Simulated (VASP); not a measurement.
Input of a VASP 6.6.1 run:

File POSCAR:

```
ZrO2                                    
1.0
    0.0000000000      2.5150945843      2.5150945843
    2.5150945843     -0.0000000000      2.5150945843
    2.5150945843      2.5150945843      0.0000000000
  Zr              O             
     1     2
Direct
     0.0000000000000000    0.0000000000000000    0.0000000000000000
     0.2500000000000000    0.2500000000000000    0.2500000000000000
     0.7500000000000000    0.7500000000000000    0.7500000000000000
```

INCAR.step1

```
PREC = Accurate
ENCUT = 520
EDIFF = 1E-6
ISMEAR = 0
SIGMA = 0.02
LREAL = False
LASPH = True
NELM = 60
ALGO = Fast
ISIF = 2
LWAVE = False
LCHARG = True
LMAXMIX = 4
GGA = CA
NBANDS = 19
```

KPOINTS.step1

```
Automatic mesh
0
Gamma
  10 10 10
```

File INCAR.step2:

```
PREC = Accurate
ENCUT = 520
EDIFF = 1E-6
ISMEAR = 0
SIGMA = 0.05
LREAL = False
LASPH = True
NELM = 60
ALGO = Fast
ISIF = 2
LWAVE = False
LCHARG = False
LMAXMIX = 4
GGA = CA
NBANDS = 19
ICHARG = 11
```

Contents of KPOINTS.step2:

```
path GXWKGLUWLK,UX
10
line-mode
reciprocal
 0.0000000000  0.0000000000  0.0000000000  G
 0.5000000000  0.0000000000  0.5000000000  X

 0.5000000000  0.0000000000  0.5000000000  X
 0.5000000000  0.2500000000  0.7500000000  W

 0.5000000000  0.2500000000  0.7500000000  W
 0.3750000000  0.3750000000  0.7500000000  K

 0.3750000000  0.3750000000  0.7500000000  K
 0.0000000000  0.0000000000  0.0000000000  G

 0.0000000000  0.0000000000  0.0000000000  G
 0.5000000000  0.5000000000  0.5000000000  L

 0.5000000000  0.5000000000  0.5000000000  L
 0.6250000000  0.2500000000  0.6250000000  U

 0.6250000000  0.2500000000  0.6250000000  U
 0.5000000000  0.2500000000  0.7500000000  W

 0.5000000000  0.2500000000  0.7500000000  W
 0.5000000000  0.5000000000  0.5000000000  L

 0.5000000000  0.5000000000  0.5000000000  L
 0.3750000000  0.3750000000  0.7500000000  K

 0.6250000000  0.2500000000  0.6250000000  U
 0.5000000000  0.0000000000  0.5000000000  X
```

Potentials or basis: VASP PAW LDA potentials, release 64 (Zr_sv, O).

Command:

```sh
$ cat potpaw_LDA.64/Zr_sv/POTCAR potpaw_LDA.64/O/POTCAR > POTCAR
$ cp INCAR.step1 INCAR
$ cp KPOINTS.step1 KPOINTS
$ mpirun -np 1 vasp_std > vasp.out
$ cp INCAR.step2 INCAR
$ cp KPOINTS.step2 KPOINTS
$ mpirun -np 1 vasp_std > vasp.out
```

Question: What does it give for the band gap on the k mesh?

Answer: 3.32 eV, indirect (least direct gap 3.78 eV).

Question: Predict the band gap along the path.

Answer: 3.32 eV, indirect (least direct gap 3.78 eV).

Levels at the corners of the path, in eV from the valence-band top:
```tsv
point	band 10	band 11	band 12	band 13	band 14	band 15
Γ	-0.55	-0.55	-0.55	3.32	3.32	6.65
X	-1.57	-1.57	0.00	3.78	4.84	6.19
X	-1.57	-1.57	0.00	3.78	4.84	6.19
W	-2.46	-1.43	-0.21	4.49	4.66	6.61
W	-2.46	-1.43	-0.21	4.49	4.66	6.61
K	-2.32	-1.24	-0.35	4.05	4.85	6.49
K	-2.32	-1.24	-0.35	4.05	4.85	6.49
Γ	-0.55	-0.55	-0.55	3.32	3.32	6.65
Γ	-0.55	-0.55	-0.55	3.32	3.32	6.65
L	-2.53	-1.68	-1.68	4.03	4.03	6.45
L	-2.53	-1.68	-1.68	4.03	4.03	6.45
U	-2.32	-1.24	-0.35	4.05	4.85	6.49
U	-2.32	-1.24	-0.35	4.05	4.85	6.49
W	-2.46	-1.43	-0.21	4.49	4.66	6.61
W	-2.46	-1.43	-0.21	4.49	4.66	6.61
L	-2.53	-1.68	-1.68	4.03	4.03	6.45
L	-2.53	-1.68	-1.68	4.03	4.03	6.45
K	-2.32	-1.24	-0.35	4.05	4.85	6.49
U	-2.32	-1.24	-0.35	4.05	4.85	6.49
X	-1.57	-1.57	0.00	3.78	4.84	6.19
```

Caveat: the log is that of the step along the path at fixed density, whose energy, stress, charges and moments have no meaning.
